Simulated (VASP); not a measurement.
# MgS: forms and broadenings of the independent-particle spectrum

MgS, Fm-3m (no. 225), 2 atoms in the cell. PBE, independent-particle dielectric function; PAW potentials S, Mg (PBE set).

## Input

INCAR.step1:
```
SYSTEM = MgS
PREC = Accurate
ENCUT = 300
ISMEAR = 0
SIGMA = 0.02
EDIFF = 1E-8
LASPH = .True.
KPAR = 4
LWAVE = .False.
LCHARG = .False.
LEPSILON = .True.
```

INCAR.step2, as INCAR.step1 but for:
```
- LWAVE = .False.
- LEPSILON = .True.
+ LWAVE = .True.
+ NBANDS = 36
```

INCAR.step3:
```
SYSTEM = MgS
PREC = Accurate
ENCUT = 300
ISMEAR = 0
SIGMA = 0.02
EDIFF = 1E-7
LASPH = .True.
KPAR = 4
LWAVE = .False.
LCHARG = .False.
LOPTICS = .True.
NBANDS = 36
NEDOS = 2000
CSHIFT = 0.1
ALGO = None
NELM = 1
ISTART = 1
```

INCAR.step4, as INCAR.step3 but for:
```
+ LNABLA = .True.
```

INCAR.step5, as INCAR.step4 but for:
```
- LNABLA = .True.
+ LPEAD = .True.
+ IPEAD = 3
```

INCAR.step6, as INCAR.step5 but for:
```
- IPEAD = 3
+ IPEAD = 1
```

INCAR.step7 changes the same tag again: IPEAD = 4.

INCAR.step8, as INCAR.step7 but for:
```
- CSHIFT = 0.1
- LPEAD = .True.
- IPEAD = 4
+ CSHIFT = 0.2
```

INCAR.step9, as INCAR.step8 but for:
```
- CSHIFT = 0.2
+ CSHIFT = 0.03
```

INCAR.step10 changes the same tag again: CSHIFT = 0.3.

INCAR.step11, as INCAR.step10 but for:
```
- ISMEAR = 0
- CSHIFT = 0.3
+ ISMEAR = -5
+ CSHIFT = 0.1
```

INCAR.step12, as INCAR.step11 but for:
```
- ISMEAR = -5
- SIGMA = 0.02
+ ISMEAR = 0
+ SIGMA = 0.2
```

INCAR.step13, as INCAR.step12 but for:
```
- SIGMA = 0.2
+ SIGMA = 0.02
+ OMEGAMAX = 12
```

INCAR.step14, as INCAR.step13 but for:
```
- OMEGAMAX = 12
+ OMEGAMAX = 60
```

KPOINTS:
```
k-points
0
Gamma
  10 10 10
```

POSCAR:
```
MgS
1.0
    0.0000000000      2.6016500000      2.6016500000
    2.6016500000      0.0000000000      2.6016500000
    2.6016500000      2.6016500000      0.0000000000
S Mg
1 1
Direct
    0.5000000000      0.5000000000      0.5000000000
    0.0000000000      0.0000000000      0.0000000000
```

Commands (each step's output is kept before the next begins):
```
cat potpaw_PBE.64/S/POTCAR potpaw_PBE.64/Mg/POTCAR > POTCAR
cp INCAR.step1 INCAR
mpirun -np 4 vasp_std > vasp.out
rm WAVECAR CHG
cp INCAR.step2 INCAR
mpirun -np 4 vasp_std > vasp.out
cp INCAR.step3 INCAR
mpirun -np 4 vasp_std > vasp.out
cp INCAR.step4 INCAR
mpirun -np 4 vasp_std > vasp.out
cp INCAR.step5 INCAR
mpirun -np 4 vasp_std > vasp.out
cp INCAR.step6 INCAR
mpirun -np 4 vasp_std > vasp.out
cp INCAR.step7 INCAR
mpirun -np 4 vasp_std > vasp.out
cp INCAR.step8 INCAR
mpirun -np 4 vasp_std > vasp.out
cp INCAR.step9 INCAR
mpirun -np 4 vasp_std > vasp.out
cp INCAR.step10 INCAR
mpirun -np 4 vasp_std > vasp.out
cp INCAR.step11 INCAR
mpirun -np 4 vasp_std > vasp.out
cp INCAR.step12 INCAR
mpirun -np 4 vasp_std > vasp.out
cp INCAR.step13 INCAR
mpirun -np 4 vasp_std > vasp.out
cp INCAR.step14 INCAR
mpirun -np 4 vasp_std > vasp.out
```

## Result

- Direct gap on the mesh (eV): 3.71
- Gap on the mesh (eV): 2.78
- Bands: 36

One ground state, settings moved in the last step alone:

| Settings | ε at zero frequency | Mean energy of the absorption, weighted by Im ε (eV) | Time (s) |
|---|---|---|---|
| longitudinal form, CSHIFT 0.1 | 5.90 | 7.19 | 2 |
| transversal form (LNABLA) | 6.70 | 7.29 | 2 |
| finite differences (LPEAD), order 3 | 5.89 | 7.20 | 3 |
| finite differences (LPEAD), order 1 | 5.72 | 7.32 | 2 |
| finite differences (LPEAD), order 4 | 5.90 | 7.20 | 4 |
| CSHIFT 0.2 | 5.90 | 7.18 | 2 |
| CSHIFT 0.03 | 5.90 | 7.21 | 2 |
| CSHIFT 0.3 | 5.89 | 7.17 | 2 |
| tetrahedron method | 5.82 | 7.28 | 2 |
| SIGMA 0.2 | 5.90 | 7.19 | 2 |
| OMEGAMAX 12, which cuts the spectrum short | 5.73 | 7.18 | 2 |
| OMEGAMAX 60 | 5.90 | 7.19 | 2 |

The mean energy covers the spectrum up to 12 eV.

On the same mesh, density-functional perturbation theory with local fields gives ε = 5.37.

VASP 6.6.1 took 69 s on 4 cores (Intel Xeon Platinum 8259CL @ 2.50GHz (Skylake/Cascade Lake)), a shared host.
